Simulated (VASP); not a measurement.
## Si2W: relaxation of cell and atoms with PBE

The system is Si2W.

```xyz
3
Lattice="-1.6144 1.6144 3.9567 1.6144 -1.6144 3.9567 1.6144 1.6144 -3.9567" Properties=species:S:1:pos:R:3 pbc="T T T"
Si    0.0000    0.0000    2.6412
Si    0.0000    0.0000    5.2721
W     0.0000    0.0000    0.0000
```

| Quantity | Value |
| --- | --- |
| Program | VASP 6.6.1 |
| Task | relaxation of cell and atoms |
| Functional | PBE |
| Potentials or basis | VASP PAW PBE potentials, release 64 (Si, W_sv) |
| Cutoff | 520 eV |
| k mesh | 18 × 18 × 18 |
| Occupations | gaussian, width 1 eV |
| Spin | no spin polarisation |
| Further INCAR settings | ALGO = Normal; EDIFF = 1e-07; IBRION = 2; EDIFFG = -0.002; NSW = 80; ISIF = 3 |

```json
{
 "Pressure after relaxing": "0.0 GPa",
 "Band gap on the k mesh": "none (metal or under the smearing width)"
}
```

Final structure:
```xyz
3
Lattice="-1.6144 1.6144 3.9567 1.6144 -1.6144 3.9567 1.6144 1.6144 -3.9567" Properties=species:S:1:pos:R:3 pbc="T T T"
Si    0.0000    0.0000    2.6412
Si    0.0000    0.0000    5.2721
W     0.0000    0.0000    0.0000
```

Levels at points of the mesh, in eV from the Fermi level:
```
           k point  band 8  band 9  band 10  band 11  band 12  band 13  band 14  band 15
(0.00, 0.00, 0.00)   -3.24   -2.80    -2.80     0.62     2.61     2.97     3.10     3.10
(0.50, 0.00, 0.00)   -4.80   -2.75    -2.70    -0.44     2.63     2.75     3.86     4.18
(0.50, 0.50, 0.00)   -5.53   -4.97    -3.23    -1.72     2.61     2.89     3.02     3.71
(0.50, 0.50, 0.50)   -2.58   -0.83    -0.83    -0.53    -0.53     0.78     4.29     4.64
```

Run time: 4.1 min on 1 thread of Intel(R) Xeon(R) Platinum 8559C (Emerald Rapids), with other jobs on the host, peak memory 0.44 GiB.

Caveat: the relaxation stopped at its first step, so nothing moved. Spin-orbit coupling is left out, which matters for the levels of W.
